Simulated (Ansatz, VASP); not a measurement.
C in VASP and in Ansatz

```xyz
8
Lattice="3.8947 0.0000 0.0000 0.0000 3.8947 0.0000 0.0000 0.0000 3.8947" Properties=species:S:1:pos:R:3 pbc="T T T"
C     3.8947    0.0000    3.8947
C     1.9474    1.9474    1.9474
C     0.9737    0.0000    1.9474
C     2.9210    3.8947    1.9474
C     1.9474    0.9737    3.8947
C     1.9474    2.9210    0.0000
C     3.8947    1.9474    0.9737
C     3.8947    1.9474    2.9210
```

Alike in both runs: functional revPBE; k mesh 7 × 7 × 7; occupations fermi-dirac, width 0.1 eV; no spin polarisation.

Ansatz relaxed the structure, and its values are those at the end. VASP's run is a single point on that final structure, the one shown.

```csv
,VASP,Ansatz
version,VASP 6.6.1,Ansatz 0.2.0
potentials or method,"VASP PAW PBE potentials, release 64 (C)","plane waves (420 eV) with PAW, scalar-relativistic"
plane-wave cutoff (eV),520,420
valence electrons in the cell,32,32
```

VASP gave:

- pressure (GPa): 0.1

Problem. Estimate Ansatz's values.

Solution. Pressure (GPa): 0.0.

The functional is the same, so the differences come from potentials, cutoffs and numerics.

Caveats: the PAW data sets were made with another functional, which shifts forces and pressure a little (VASP).
